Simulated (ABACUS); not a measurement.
Here is an ABACUS 3.10.1 calculation.

run_abacus.py

```python
"""ABACUS run from a structure file: ASE reads it, the script writes STRU, KPT and INPUT."""
import re
import subprocess
import spglib
from ase import Atoms
from ase.io import read
from ase.units import Bohr

atoms = read("Mo.cif")
cell, frac, numbers = spglib.standardize_cell((atoms.cell[:], atoms.get_scaled_positions(), atoms.numbers), to_primitive=True, symprec=1e-4)
atoms = Atoms(numbers=numbers, cell=cell, scaled_positions=frac, pbc=True)  # the primitive cell
atoms = atoms[(-atoms.numbers).argsort(kind="stable")]  # ABACUS lists atoms element by element
pseudo = {'Mo': 'Mo.upf'}
orbital = {'Mo': 'Mo_confined-atom_7au_3s2p2d1f.orb'}
magmoms = None
kmesh = [11, 11, 11]
params = {
    'suffix': 'Mo',
    'calculation': 'scf',
    'basis_type': 'lcao',
    'pseudo_dir': './',
    'orbital_dir': './',
    'symmetry': 1,
    'dft_functional': 'pz',
    'ecutwfc': 100,
    'pseudo_rcut': 10,
    'nspin': 1,
    'nbands': 17,
    'ks_solver': 'genelpa',
    'smearing_method': 'fd',
    'smearing_sigma': 0.00367493,
    'scf_thr': 1e-07,
    'scf_nmax': 100,
    'mixing_type': 'broyden',
    'mixing_beta': 0.7,
    'cal_force': 1,
    'cal_stress': 1,
    'out_mul': 1,
    'out_chg': 1,
}

symbols = atoms.get_chemical_symbols()
elements = list(dict.fromkeys(symbols))
lines = ["ATOMIC_SPECIES"] + [f"{e} {atoms.get_masses()[symbols.index(e)]:.4f} {pseudo[e]}" for e in elements]
if orbital:
    lines += ["", "NUMERICAL_ORBITAL"] + [orbital[e] for e in elements]
lines += ["", "LATTICE_CONSTANT", f"{1 / Bohr:.10f}", "", "LATTICE_VECTORS"]
lines += [" ".join(f"{x:.10f}" for x in v) for v in atoms.cell]
lines += ["", "ATOMIC_POSITIONS", "Direct"]
for e in elements:
    lines += ["", e, "0.0", str(symbols.count(e))]
    for i, p in enumerate(atoms.get_scaled_positions(wrap=False)):
        if symbols[i] == e:
            mag = "" if magmoms is None else " mag " + " ".join(str(x) for x in (magmoms[i] if isinstance(magmoms[i], list) else [magmoms[i]]))
            lines.append(" ".join(f"{x:.10f}" for x in p) + " 1 1 1" + mag)
open("STRU", "w").write("\n".join(lines) + "\n")
open("KPT", "w").write("K_POINTS\n0\nGamma\n%d %d %d 0 0 0\n" % tuple(kmesh))
open("INPUT", "w").write("INPUT_PARAMETERS\n" + "".join(f"{k:<20s}{v}\n" for k, v in params.items()))

done = subprocess.run(['mpirun', '-np', '4', 'abacus'])
if done.returncode:
    raise SystemExit(done.returncode)
log = open("OUT.Mo/running_scf.log").read()
print("final energy (eV):", re.findall(r"FINAL_ETOT_IS (\S+)", log))
```

File Mo.cif:

```cif
data_Mo
_cell_length_a 3.16761794
_cell_length_b 3.16761794
_cell_length_c 3.16761794
_cell_angle_alpha 90.00000000
_cell_angle_beta 90.00000000
_cell_angle_gamma 90.00000000
_space_group_name_H-M_alt 'Im-3m'
_space_group_name_Hall '-I 4 2 3'
_space_group_IT_number 229
loop_
_space_group_symop_operation_xyz
'x,y,z'
'-x,-y,-z'
'-y,x,z'
'y,-x,-z'
'-x,-y,z'
'x,y,-z'
'y,-x,z'
'-y,x,-z'
'x,-y,-z'
'-x,y,z'
'-y,-x,-z'
'y,x,z'
'-x,y,-z'
'x,-y,z'
'y,x,-z'
'-y,-x,z'
'z,x,y'
'-z,-x,-y'
'z,-y,x'
'-z,y,-x'
'z,-x,-y'
'-z,x,y'
'z,y,-x'
'-z,-y,x'
'-z,x,-y'
'z,-x,y'
'-z,-y,-x'
'z,y,x'
'-z,-x,y'
'z,x,-y'
'-z,y,x'
'z,-y,-x'
'y,z,x'
'-y,-z,-x'
'x,z,-y'
'-x,-z,y'
'-y,z,-x'
'y,-z,x'
'-x,z,y'
'x,-z,-y'
'-y,-z,x'
'y,z,-x'
'-x,-z,-y'
'x,z,y'
'y,-z,-x'
'-y,z,x'
'x,-z,y'
'-x,z,-y'
'x+1/2,y+1/2,z+1/2'
'-x+1/2,-y+1/2,-z+1/2'
'-y+1/2,x+1/2,z+1/2'
'y+1/2,-x+1/2,-z+1/2'
'-x+1/2,-y+1/2,z+1/2'
'x+1/2,y+1/2,-z+1/2'
'y+1/2,-x+1/2,z+1/2'
'-y+1/2,x+1/2,-z+1/2'
'x+1/2,-y+1/2,-z+1/2'
'-x+1/2,y+1/2,z+1/2'
'-y+1/2,-x+1/2,-z+1/2'
'y+1/2,x+1/2,z+1/2'
'-x+1/2,y+1/2,-z+1/2'
'x+1/2,-y+1/2,z+1/2'
'y+1/2,x+1/2,-z+1/2'
'-y+1/2,-x+1/2,z+1/2'
'z+1/2,x+1/2,y+1/2'
'-z+1/2,-x+1/2,-y+1/2'
'z+1/2,-y+1/2,x+1/2'
'-z+1/2,y+1/2,-x+1/2'
'z+1/2,-x+1/2,-y+1/2'
'-z+1/2,x+1/2,y+1/2'
'z+1/2,y+1/2,-x+1/2'
'-z+1/2,-y+1/2,x+1/2'
'-z+1/2,x+1/2,-y+1/2'
'z+1/2,-x+1/2,y+1/2'
'-z+1/2,-y+1/2,-x+1/2'
'z+1/2,y+1/2,x+1/2'
'-z+1/2,-x+1/2,y+1/2'
'z+1/2,x+1/2,-y+1/2'
'-z+1/2,y+1/2,x+1/2'
'z+1/2,-y+1/2,-x+1/2'
'y+1/2,z+1/2,x+1/2'
'-y+1/2,-z+1/2,-x+1/2'
'x+1/2,z+1/2,-y+1/2'
'-x+1/2,-z+1/2,y+1/2'
'-y+1/2,z+1/2,-x+1/2'
'y+1/2,-z+1/2,x+1/2'
'-x+1/2,z+1/2,y+1/2'
'x+1/2,-z+1/2,-y+1/2'
'-y+1/2,-z+1/2,x+1/2'
'y+1/2,z+1/2,-x+1/2'
'-x+1/2,-z+1/2,-y+1/2'
'x+1/2,z+1/2,y+1/2'
'y+1/2,-z+1/2,-x+1/2'
'-y+1/2,z+1/2,x+1/2'
'x+1/2,-z+1/2,y+1/2'
'-x+1/2,z+1/2,-y+1/2'
loop_
_atom_site_label
_atom_site_type_symbol
_atom_site_symmetry_multiplicity
_atom_site_Wyckoff_symbol
_atom_site_fract_x
_atom_site_fract_y
_atom_site_fract_z
_atom_site_occupancy
Mo1 Mo 2 a 0.0000000000 0.0000000000 0.0000000000 1
```

Potentials or basis: PseudoDojo NC SR 0.4.1 LDA stringent, DZP LCAO (the cutoffs set its grid).

Run with:

```sh
$ OMP_NUM_THREADS=1 python run_abacus.py > log
```

Question: What does it give for the pressure?

Answer: -12.2 GPa.

Question: Predict the band gap on the k mesh.

Answer: None (metal or under the smearing width).

Caveat: the atomic orbitals were generated for these runs and aren't a published set; the basis of atomic orbitals isn't converged, which shifts pressures, moduli and gaps.
